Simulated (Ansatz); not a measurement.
# Au under changes of volume

One of the cells (16.855 Å³/atom); the others are scaled copies at fixed shape and fractional positions:

```
Au
1.0
     0.00000    2.03500    2.03500
     2.03500    0.00000    2.03500
     2.03500    2.03500    0.00000
Au
1
Cartesian
  0.0000 0.0000 0.0000
```

| Quantity | Value |
| --- | --- |
| Program | Ansatz 0.2.0 |
| Functional | HSE03 |
| Potentials or basis | Ansatz PAW |
| Cutoff | 420 eV (not typed: the program's choice for these potentials) |
| k mesh | 6 × 6 × 6 |
| Occupations | fermi-dirac, width 0.05 eV |
| Spin | no spin polarisation |

```tsv
volume (Å³/atom)	energy over the lowest point (meV/atom)	pressure (GPa)
15.843	119.54	23.0
16.181	76.90	17.6
16.518	45.06	12.8
16.855	22.47	8.7
17.192	8.08	5.0
17.529	?	?
17.866	0.00	-1.0
```

**Question.** What does the run at 17.529 Å³/atom give?

**Answer.** Energy over the lowest point 0.80 meV/atom; pressure 1.8 GPa.

Worked out: A Birch-Murnaghan fit of order 3 (a polynomial in V^(-2/3)) to the other rows has its minimum at 17.75 Å³/atom with B0 = V·E''(V) = 145 GPa and B' = 5.9. It gives 0.89 meV/atom at 17.529 Å³/atom, against the run's 0.80, and -dE/dV = 1.9 GPa, against 1.8.

Energies are extrapolated to zero smearing.

Caveats: all runs use coarse meshes; the PAW data sets come from PBE, with cores solved anew for the run's functional, which leaves a small shift of forces and pressure; the thresholds are loose for stress.
